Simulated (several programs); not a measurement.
InSe (started from an entry of an open crystallographic database), relaxed with r2SCAN+rVV10 in Ansatz, was computed with several methods. The symmetry is R3m (No. 160, trigonal); conventional cell a = 4.021 Å, c = 25.232 Å, 29.44 Å³ an atom. In has 3 Se at 2.64 Å and 1 In at 2.79 Å; Se has 3 In at 2.64 Å. Calculated for a static, non-magnetic cell.

```cif
data_structure
_symmetry_space_group_name_H-M 'R3m:H'
_symmetry_Int_Tables_number 160
_cell_length_a 4.0211
_cell_length_b 4.0211
_cell_length_c 25.2320
_cell_angle_alpha 90.000
_cell_angle_beta 90.000
_cell_angle_gamma 120.000
_cell_volume 353.33
loop_
_atom_site_label
_atom_site_type_symbol
_atom_site_symmetry_multiplicity
_atom_site_Wyckoff_symbol
_atom_site_fract_x
_atom_site_fract_y
_atom_site_fract_z
_atom_site_occupancy
In1 In 3 a 0.66667 0.33333 0.33286 1
In2 In 3 a 0.66667 0.33333 0.22246 1
Se1 Se 3 a 0.33333 0.66667 0.04971 1
Se2 Se 3 a 0.00000 0.00000 0.17231 1
```

Gaps and times are for a single point on this cell; volume and bulk modulus come from each method's own relaxation or energy curve at fixed shape, which is too stiff where a cell has free coordinates or axes. Times are rough, from shared hosts (Arm Neoverse V1; Intel Xeon 6975P-C; NVIDIA H100 80GB HBM3), and each method has its own mesh and cell size. A double dagger marks a value from a curve with shape and coordinates held. A star marks a curve whose lowest point is an end point. PM6 (MOPAC), PM7 (MOPAC), GFN2-xTB (tblite) treat a cluster of cells at its zone centre, which samples few k points: where these miss a band edge, the gap comes out too large for that reason alone. Gaps from k meshes are read at a limited set of points (mesh, symmetry points, PBE's band edges), so each method's own least gap may be somewhat smaller. xTB and the PM methods were fitted mostly to molecules, and can miss a solid's gap by electronvolts. Minimal bases can be far off for gaps. Times of the plane-wave ladder aren't listed, since it ran on unlike processors and cards. Curves at held shape can't give the bulk modulus of a layered or molecular crystal, so none is listed. G0W0 is at finite bands, cutoff and mesh. d marks a direct gap, i an indirect one (no mark: not told apart), a dash a value that wasn't computed or didn't pass its checks.

```tsv
method	kind	gap (eV)	own volume (Å³/atom)	bulk modulus (GPa)	atoms computed	processor time
PBE-D3(BJ)	semilocal	–	29.31	–	4	–
r2SCAN+rVV10	semilocal	–	29.44	–	4	–
PBE-D4	semilocal	–	29.20	–	4	–
light PBE (260 eV and a coarse mesh)	light plane-wave	0.37 d	–	–	4	3.6 s
PM6 (MOPAC)	semi-empirical	5.48	–	–	cluster	8.5 s
PBE/single zeta (GPAW)	small basis	0.42 d	–	–	4	10 s
GFN2-xTB (tblite)	tight binding	1.48	32.77*‡	–	cluster	22 s
PBE	semilocal	0.40 d	–	–	4	–
PBE/SZV (CP2K)	small basis	0.33 d	–	–	4	44 s
LDA	semilocal	0.17 d	–	–	4	–
PM7 (MOPAC)	semi-empirical	5.63	–	–	cluster	56 s
r2SCAN	semilocal	0.82 d	–	–	4	–
PBE/DZVP (CP2K)	small basis	0.37 d	31.25‡	–	4	85 s
G0W0@PBE0 (180 eV screening cutoff)	many-body	1.62	–	–	4	–
PBE+SOC	semilocal	0.38 d	–	–	4	–
G0W0@r2SCAN (260 eV screening cutoff)	many-body	1.32	–	–	4	–
G0W0@HSE06 (180 eV screening cutoff)	many-body	1.49	–	–	4	–
LC-ωPBE	hybrid	5.43 d	–	–	4	–
HSE06	hybrid	1.14 d	–	–	4	–
PBE0	hybrid	1.71 d	–	–	4	–
DDH-PBE0	hybrid	0.99 d	–	–	4	–
HSE06+SOC	hybrid	1.11 d	–	–	4	–
```

Q: How far from the measured values lie the methods that can be set against them?

A:
- Volume, measured 28.85 Å³ an atom: PBE-D3(BJ) +1.6 %, r2SCAN+rVV10 +2.1 %, PBE-D4 +1.2 %.
The calculations are for a static lattice; samples hold vibrations, temperature and, in optical gaps, excitons. A measured value is shown where most reports agree with it, and only for the quantities listed. Sources: 28.85 Å³ an atom (from the lattice constants; in-plane a, hexagonal axes; “High Broad‐Band Photoresponsivity of Mechanically Formed InSe–Graphene van der Waals Heterostructures”; 2015; pmc:4768130).

Only the rows marked +SOC include spin-orbit coupling.
